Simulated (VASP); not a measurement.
Wanted: the native input for a VASP 6.6.1 run.

| Quantity | Value |
| --- | --- |
| Task | single point |
| Functional | PBEsol |
| Potentials or basis | VASP PAW PBE potentials, release 64 (Li_sv, O) |
| Cutoff | 520 eV |
| k mesh | 8 × 8 × 8 |
| Occupations | gaussian, width 0.5 eV |
| Spin | no spin polarisation |
| Further INCAR settings | ALGO = Normal; EDIFF = 1e-07; NBANDS = 13 |

The structure of Li2O lies in POSCAR:

```
Li2O
1.0
    0.0000000000      2.2896700000      2.2896700000
    2.2896700000      0.0000000000      2.2896700000
    2.2896700000      2.2896700000      0.0000000000
Li O
2 1
Direct
    0.2500000000      0.2500000000      0.2500000000
    0.7500000000      0.7500000000      0.7500000000
    0.0000000000      0.0000000000      0.0000000000
```

One way to write it, as run:

INCAR

```
PREC = Accurate
ENCUT = 520
EDIFF = 1E-7
ISMEAR = 0
SIGMA = 0.5
LREAL = F
LASPH = T
NELM = 100
ALGO = Normal
ISIF = 2
LWAVE = F
LCHARG = F
GGA = PS
NBANDS = 13
```

KPOINTS

```
Automatic mesh
0
Gamma
  8 8 8
```

Potentials or basis: VASP PAW PBE potentials, release 64 (Li_sv, O).

Launch:

```console
$ cat potpaw_PBE.64/Li_sv/POTCAR potpaw_PBE.64/O/POTCAR > POTCAR
$ mpirun -np 1 vasp_std > vasp.out
```

It gave:

* Band gap on the k mesh: 4.86 eV, indirect (least direct gap 5.36 eV)

Wall time 3.7 s on 1 thread of Intel(R) Xeon(R) 6975P-C (Granite Rapids) (shared host), peak memory 0.12 GiB.
